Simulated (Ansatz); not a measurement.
# CuO (CsCl type): a single-point run

Aim: a sound single-point run of CuO (CsCl type). The structure is shown as the input types it.

Method: Kohn-Sham DFT, with the functional, basis and potentials that each input names (as first typed), in Ansatz 0.2.0.

1 further run of the same task is left out (set aside as unsound or not needed).

**1. Starting point**

It takes space group Cmmm (No. 65, orthorhombic). The conventional cell has a = 3.673 Å, b = 3.785 Å, c = 2.637 Å, α = 90.00°, β = 90.00°, γ = 90.00°. Cu (site symmetry mmm) has 8 O at 2.26 to 2.31 Å as nearest neighbours. Around O (site symmetry mmm) lie 8 Cu at 2.26 to 2.31 Å.

As a file:

```
CELL_PARAMETERS angstrom
2.63683 -0.03955 0.00000
-0.03955 2.63683 0.00000
0.00000 0.00000 2.63683
ATOMIC_POSITIONS crystal
Cu 0.00000 0.00000 0.00000
O 0.50000 0.50000 0.50000
```

**2. Input and run**

Contents of input.yaml:

```yaml
crystal:
  lattice:
    - [2.6368332336, -0.0395524985, 0.0]
    - [-0.0395524985, 2.6368332336, 0.0]
    - [0.0, 0.0, 2.6368332336]
  atoms:
    - { symbol: Cu, position: [0.0, 0.0, 0.0] }
    - { symbol: O, position: [0.5, 0.5, 0.5] }
kpoints:
  mp_grid: { grid: [12, 12, 12] }
scf:
  occupations: { method: fermi_dirac, width: 0.08 }
  max_iter: 100
hamiltonian:
  xc: pbe
  pseudopotentials: { kind: all_electron, datasets: crystal }
  hubbard: { sites: [{ species: O, l: f, u_eff: 30.0 }] }
output:
  forces: true
  stress: true
  eigenvalues: true
  efg: { contact_densities: true }
```

The run is started by

```bash
$ ansatz run input.yaml --threads 1 --pin off --max-ram 2048MiB --backend cpu --events-out ev --progress --plain --runs-dir out
```

Q: Will this input give a usable result? If not, why, and what should change?

The run ended at the input check. The line that matters: «2 input errors — fix all and re-run 2. hamiltonian.pseudopotentials.datasets: crystal with hamiltonian.hubbard without hamiltonian.hubbard.projectors: augmentation-sphere ...»

The suspect setting: hamiltonian.hubbard.sites is [{species: O, l: f, u_eff: 30.0}]. The Hubbard term names a species or shell that the system's potentials don't have.

The cure: delete hamiltonian.hubbard.sites.
